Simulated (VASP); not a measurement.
A run of VASP 6.6.1 is set up as follows.

The input POSCAR:

```
TePb
1.0
    5.5808834830      0.0000000000      0.0000000000
   -2.7904417415      4.8331868718      0.0000000000
    0.0000000000      0.0000000000      6.5631440381
Pb Te
2 2
Direct
    0.3333333333      0.6666666667     -0.0620409686
    0.6666666667      0.3333333333      0.4379590314
    0.3333333333      0.6666666667      0.4370409686
    0.6666666667      0.3333333333      0.9370409686
```

File INCAR.step1:

```
SYSTEM = TePb
PREC = Accurate
ENCUT = 520
ISMEAR = 0
SIGMA = 0.01
LREAL = .FALSE.
LASPH = .TRUE.
NELM = 100
NBANDS = 28
GGA = PE
ALGO = Normal
EDIFF = 1E-4
LWAVE = .TRUE.
LCHARG = .FALSE.
```

File INCAR.step2:

```
SYSTEM = TePb
PREC = Accurate
ENCUT = 520
EDIFF = 1E-6
ISMEAR = 0
SIGMA = 0.01
LREAL = .FALSE.
LASPH = .TRUE.
NELM = 100
ALGO = Normal
ISIF = 2
LWAVE = .FALSE.
LCHARG = .TRUE.
METAGGA = R2SCAN
LMIXTAU = .TRUE.
LELF = .TRUE.
LVHAR = .TRUE.
NBANDS = 28
ISTART = 1
```

KPOINTS

```
regular mesh
0
G
  6 6 4
  0 0 0
```

Potentials or basis: VASP PAW PBE potentials, release 64 (Pb_d, Te).

Run with:

```sh
$ cat potpaw_PBE.64/Pb_d/POTCAR potpaw_PBE.64/Te/POTCAR > POTCAR
$ cp INCAR.step1 INCAR
$ mpirun -np 1 vasp_std > vasp.out
$ cp INCAR.step2 INCAR
$ mpirun -np 1 vasp_std > vasp.out
```

Problem. What does it give for the band gap on the k mesh?

Solution. 1.46 eV, indirect (least direct gap 1.49 eV).

Problem. What does it give for the pressure?

Solution. -0.8 GPa.

Stress tensor (GPa, compression positive):
```
-1.22  0.00  0.00
 0.00 -1.22  0.00
 0.00  0.00  0.01
```

Caveat: the PAW data sets were made with another functional, which shifts forces and pressure a little; spin-orbit coupling is left out, which as a rule narrows the gap of such compounds by several tenths of an eV. A k mesh can miss the band edges.
